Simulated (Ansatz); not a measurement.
A surface is cut from this relaxed crystal of TiSi2:

```cif
data_structure
_symmetry_space_group_name_H-M 'Fddd:1'
_symmetry_Int_Tables_number 70
_cell_length_a 4.7807
_cell_length_b 8.2320
_cell_length_c 8.5162
_cell_angle_alpha 90.000
_cell_angle_beta 90.000
_cell_angle_gamma 90.000
_cell_volume 335.15
loop_
_atom_site_label
_atom_site_type_symbol
_atom_site_symmetry_multiplicity
_atom_site_Wyckoff_symbol
_atom_site_fract_x
_atom_site_fract_y
_atom_site_fract_z
_atom_site_occupancy
Ti1 Ti 8 b 0.75000 0.25000 0.25000 1
Si1 Si 16 f 0.75000 0.58733 0.25000 1
```

Miller indices refer to the conventional cell of Fddd (No. 70), a = 4.781 Å, b = 8.232 Å, c = 8.516 Å, α = 90.00°, β = 90.00°, γ = 90.00°.

Consider the (111) slab of 18 planes, 10.9 Å thick with 15 Å of vacuum as cut; outer planes Si (top) and Si (bottom), all atoms relaxed.

All numbers below come from DFT r2SCAN, scalar-relativistic, plane waves, PAW in Ansatz 0.2.0. Settings: cutoff 500 eV, Γ-centred mesh 8×7×1 on the computed 18-atom cell, Gaussian smearing of 0.10 eV; no spin polarisation. A dipole correction removes the field between periodic images along c.

Task: Predict the surface energy (mean of both faces).

Result: 1.62 J/m².

Task: Estimate the work function.

Result: 4.50 eV.

Task: The top two planes lie 0.930 Å apart in the bulk. How does relaxation change this?

Result: The spacing becomes 0.639 Å (-31.3 %).